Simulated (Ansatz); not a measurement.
# TiAl: an axial (c/a) deformation path

An exercise on one series of results from a longer session: the logs are not shown, and one member is left open.

Program: Ansatz 0.2.0. Level of theory: DFT PBE, scalar-relativistic, plane waves, PAW. These are calculated values, not measurements.

1 further run of the same task is left out (set aside as unsound or not needed).

## The starting structure

It takes space group P-6m2 (No. 187, hexagonal). Conventional cell: a = 2.867 Å, b = 2.867 Å, c = 4.678 Å, α = 90.00°, β = 90.00°, γ = 120.00°. Around Ti (site symmetry -6m2) lie 6 Al at 2.87 Å and 6 Ti at 2.87 Å. Around Al (site symmetry -6m2) lie 6 Ti at 2.87 Å and 6 Al at 2.87 Å.

Structure file:

```cif
data_structure
_symmetry_space_group_name_H-M 'P-6m2'
_symmetry_Int_Tables_number 187
_cell_length_a 2.8673
_cell_length_b 2.8673
_cell_length_c 4.6781
_cell_angle_alpha 90.000
_cell_angle_beta 90.000
_cell_angle_gamma 120.000
_cell_volume 33.31
loop_
_atom_site_label
_atom_site_type_symbol
_atom_site_symmetry_multiplicity
_atom_site_Wyckoff_symbol
_atom_site_fract_x
_atom_site_fract_y
_atom_site_fract_z
_atom_site_occupancy
Ti1 Ti 1 a 0.00000 0.00000 0.00000 1
Al1 Al 1 d 0.33333 0.66667 0.50000 1
```

The structure comes from the Materials Project (structure only).

Set-up of the first run:

input.yaml reads:

```yaml
crystal:
  lattice:
    - [2.8672622327, 0.0, 0.0]
    - [-1.4336311163, 2.4831219328, 0.0]
    - [0.0, 0.0, 4.678083]
  atoms:
    - { symbol: Ti, position: [0.0, 0.0, 0.0] }
    - { symbol: Al, position: [0.33333333, 0.66666667, 0.5] }
basis:
  ecutwfc: 420
kpoints:
  mp_grid: { grid: [9, 9, 4] }
hamiltonian:
  xc: pbe
scf:
  occupations: { method: gaussian, width: 0.1 }
output:
  forces: true
  stress: true
  eigenvalues: true
```

Among the steps run: Probe: one point at the start; The undisturbed cell; At ρ = 0.850; At ρ = 1.200; Point ρ = 0.920; Point ρ = 1.100; At ρ = 0.960; ρ = 1.050; ρ = 0.800; ρ = 1.300.

One of the session's tables, all rows but one given; the rest of the session is left out.

It belongs to the step «The scan collected». 

| ρ | ΔE (meV/atom) | pressure (GPa) |
| --- | --- | --- |
| 0.800 | 180.2 | 5.1 |
| 0.850 | 94.8 | 3.5 |
| 0.920 | ? | ? |
| 0.960 | 3.2 | 0.8 |
| 1.000 | 0.0 | 0.3 |
| 1.050 | 18.0 | 0.0 |
| 1.100 | 60.7 | 0.3 |
| 1.200 | 213.1 | 2.2 |
| 1.300 | 426.4 | 5.6 |

**Question.** Estimate the row for ρ = 0.920.

Worked estimate for «ΔE (meV/atom)». A straight line through the neighbours (0.850, 94.8) and (0.960, 3.2) gives 94.8 + (3.2 − 94.8) × (0.920 − 0.850) / (0.960 − 0.850) = 36.5; a parabola fitted to 4 rows on both sides gives 21.5.

As computed: ΔE (meV/atom): 21.8; pressure (GPa): 1.6. In «ΔE (meV/atom)» the line misses by +14.7 and the parabola by -0.3.
